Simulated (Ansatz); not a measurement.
α-quartz-type GeO2 (metastable phase) was calculated with r²SCAN (PAW; Ansatz, a program for electronic structure).

Numerical settings: plane-wave cutoff 560 eV, 12×12×6 k mesh (along the axes of the cell as run), Fermi–Dirac smearing 0.01 eV, scalar-relativistic PAW data made under PBE.

Shape and atoms are relaxed at each volume.

Pressure at four volumes; x = ln(V/13.585 Å³). One pressure is withheld.

```
V (Å³/atom)        x  P (GPa)
-----------  -------  -------
13.042       -0.0408        ?
13.314       -0.0202     0.84
13.585        0.0000     0.00
14.129        0.0393    -1.47
```

**Question.** Pass a parabola P(x) through the three rows shown, estimate the bulk modulus and its pressure derivative near zero pressure, and predict the withheld pressure.

**Answer.** Slopes between the rows: (0.00 − (0.84))/(0.0000 − (-0.0202)) = -41.58 and (-1.47 − (0.00))/(0.0393 − (0.0000)) = -37.40 GPa. Their difference over the span 0.0595 is c = 4.18/0.0595 = 70.3 GPa, so P(x) = 0.84 + (-41.58)(x − (-0.0202)) + 70.3 (x − (-0.0202))(x − (0.0000)). At the middle row B = −dP/dx = −[-41.58 + 70.3 × 0.0202] = 40.2 GPa, and B′ = dB/dP = 2c/B = 3.5. At x = -0.0408 the parabola gives 1.76 GPa; the run gives 1.76 GPa. The Birch–Murnaghan fit to the energies at all volumes has B0 = 40.1 GPa and B′ = 3.6.

Measured, for comparison: bulk modulus 42 GPa (room temperature, no zero-point or thermal correction, from measured elastic constants; as tabulated in Sevik and Bulutay (2007), arXiv:cond-mat/0610176). Computed less measured: bulk modulus -4.5 % (against room or unstated temperature, where such soft solids are markedly softer).
